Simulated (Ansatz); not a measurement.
Crystal: Te2Mo.

```
Te Mo
1.0
     6.33000    0.00000    0.00000
     0.00000    3.46900    0.00000
    -0.94679    0.00000   13.82762
Te Mo
8 4
Direct
  0.94370 0.75000 0.60450
  0.05630 0.25000 0.39550
  0.90300 0.25000 0.85140
  0.09700 0.75000 0.14860
  0.41120 0.75000 0.89550
  0.58880 0.25000 0.10450
  0.44320 0.25000 0.64840
  0.55680 0.75000 0.35160
  0.81670 0.75000 0.99260
  0.18330 0.25000 0.00740
  0.68190 0.25000 0.49340
  0.31810 0.75000 0.50660
```

Base run:

```yaml
Program: Ansatz 0.2.0
Functional: LDA
Potentials_or_basis: Ansatz PAW
Cutoff: "420 eV (not typed: the program's choice for these potentials)"
k_mesh: 4 × 8 × 2
Occupations: fermi-dirac, width 0.05 eV
Spin: no spin polarisation
```

Its results: band gap on the k mesh none (metal or under the smearing width); pressure -3.3 GPa; largest force 0.410 eV/Å.

Task: After a change of settings the same cell gave: band gap on the k mesh none (metal or under the smearing width); pressure -1.4 GPa; largest force 0.230 eV/Å. Which change was it?
A. functional from LDA to PBE; occupations from fermi-dirac, width 0.05 eV to gaussian, width 0.012 eV
B. functional from LDA to PBEsol
C. functional from LDA to BLYP

Result: B.

PBEsol binds less tightly than LDA, so the same cell stands under more pressure.

Caveats: spin-orbit coupling is left out, which moves the levels of the heavy elements; the PAW data sets come from PBE, with cores solved anew for the run's functional, which leaves a small shift of forces and pressure.
